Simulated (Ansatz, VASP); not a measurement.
# Pd: VASP beside Ansatz

```
Pd
1.0
     2.78768    0.00000    0.00000
     0.00000    2.78768    0.00000
     0.00000    0.00000   26.82713
Pd
7
Cartesian
  1.3938 1.3938 7.5369
  0.0000 0.0000 9.4802
  1.3938 1.3938 11.4453
  0.0000 0.0000 13.4136
  1.3938 1.3938 15.3819
  0.0000 0.0000 17.3469
  1.3938 1.3938 19.2902
```

Alike in both runs: functional PBE; k mesh 12 × 12 × 1; occupations gaussian, width 0.1 eV; no spin polarisation.

Ansatz relaxed the structure, and its values are those at the end. VASP's run is a single point on that final structure, the one shown.

```csv
,VASP,Ansatz
version,VASP 6.6.1,Ansatz 0.2.0
potentials or method,"VASP PAW PBE potentials, release 64 (Pd)","scalar-relativistic, plane waves, PAW"
plane-wave cutoff (eV),520,420
valence electrons in the cell,70,126
```

Ansatz gave:

- gap on the k mesh at the Fermi level (eV): none
- rms of the force components (eV/Å): 0.001
- work function, face that differs most (eV): 5.10

Q: Estimate VASP's values.

A: gap on the k mesh at the Fermi level (eV): none; rms of the force components (eV/Å): 0.004; work function, face that differs most (eV): 5.10.

A gap of «none» marks a metal or a gap that the smearing closes. The two sets of potentials don't hold the same shells in valence.
